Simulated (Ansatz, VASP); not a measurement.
## Sn3Se in VASP and in Ansatz

Contents of INCAR:

```
  PREC = Accurate
  ENCUT = 520
  EDIFF = 1E-6
  ISMEAR = -1
  SIGMA = 0.05
  LREAL = False
  LASPH = True
  NELM = 60
  ALGO = Normal
  ISIF = 2
  LWAVE = False
  LCHARG = False
  GGA = PS
  NBANDS = 32
```

Contents of KPOINTS:

```
Automatic mesh
0
Gamma
  6 6 6
```

File POSCAR:

```
Sn3Se
1.0
    4.7100533498      0.0000000000      0.0000000000
    0.0000000000      4.7100533498      0.0000000000
    0.0000000000      0.0000000000      4.7100533498
Sn Se
3 1
Direct
    0.5000000000      0.5000000000      0.0000000000
    0.5000000000      0.0000000000      0.5000000000
    0.0000000000      0.5000000000      0.5000000000
    0.0000000000      0.0000000000      0.0000000000
```

Contents of input.yaml:

```yaml
crystal:
  lattice:
    - [4.7100533498, 0.0, 0.0]
    - [0.0, 4.7100533498, 0.0]
    - [0.0, 0.0, 4.7100533498]
  atoms:
    - { symbol: Sn, position: [0.5, 0.5, 0.0] }
    - { symbol: Sn, position: [0.5, 0.0, 0.5] }
    - { symbol: Sn, position: [0.0, 0.5, 0.5] }
    - { symbol: Se, position: [0.0, 0.0, 0.0] }
hamiltonian:
  xc: pbesol
  pseudopotentials: { kind: paw }
kpoints:
  mp_grid: { grid: [6, 6, 6] }
scf:
  occupations: { method: fermi_dirac, width: 0.05 }
output:
  forces: true
  stress: true
  eigenvalues: true
```

The cell comes from a database or a generator and needn't be the stable form of this composition.

Alike in both runs: task single point; functional PBEsol; k mesh 6 × 6 × 6; occupations fermi-dirac, width 0.05 eV; no spin polarisation.

|  | VASP | Ansatz |
| --- | --- | --- |
| version | VASP 6.6.1 | Ansatz 0.2.0 |
| potentials or method | VASP PAW PBE potentials, release 64 (Sn_d, Se) | Ansatz PAW |
| plane-wave cutoff (eV) | 520 | 420 |
| valence electrons in the cell | 48 | 58 |

|  | VASP | Ansatz | Ansatz less VASP |
| --- | --- | --- | --- |
| gap on the k mesh at the Fermi level (eV) | none | none | - |
| pressure (GPa) | -1.7 | -1.7 | +0.02 |

A gap of «none» marks a metal or a gap that the smearing closes. The functional is the same, so the differences come from potentials, cutoffs and numerics. The two sets of potentials don't hold the same shells in valence.

Caveats: the PAW data sets were made with another functional, which shifts forces and pressure a little (VASP); the PAW data sets come from PBE, with cores solved anew for the run's functional, which leaves a small shift of forces and pressure (Ansatz).
